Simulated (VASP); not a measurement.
A run of VASP 6.6.1:

Contents of INCAR:

```
SYSTEM = InSb
PREC = Accurate
ENCUT = 520
EDIFF = 1E-7
ISMEAR = 0
SIGMA = 0.02
LREAL = .False.
LASPH = .True.
NELM = 60
ALGO = Normal
ISIF = 3
LWAVE = .False.
LCHARG = .False.
GGA = PE
IBRION = 2
NSW = 80
EDIFFG = -0.002
```

File KPOINTS:

```
Automatic mesh
0
Gamma
  8 8 8
  0 0 0
```

POSCAR

```
InSb
1.0
    0.0000000000      3.2391000000      3.2391000000
    3.2391000000      0.0000000000      3.2391000000
    3.2391000000      3.2391000000      0.0000000000
In Sb
1 1
Direct
    0.0000000000      0.0000000000      0.0000000000
    0.2500000000      0.2500000000      0.2500000000
```

Potentials or basis: VASP PAW PBE potentials, release 64 (In_d, Sb).

Run with:

```bash
$ cat potpaw_PBE.64/In_d/POTCAR potpaw_PBE.64/Sb/POTCAR > POTCAR
$ mpirun -np 1 vasp_std > vasp.out
```

Hardware: 1 thread of Intel(R) Xeon(R) 6975P-C (Granite Rapids), with other jobs on the host.

Estimate the wall time of this run.

It took 44 s on 1 thread of Intel(R) Xeon(R) 6975P-C (Granite Rapids), with other jobs on the host, peak memory 0.22 GiB. Counts: scf iterations 51, k points 29, ion steps 5.
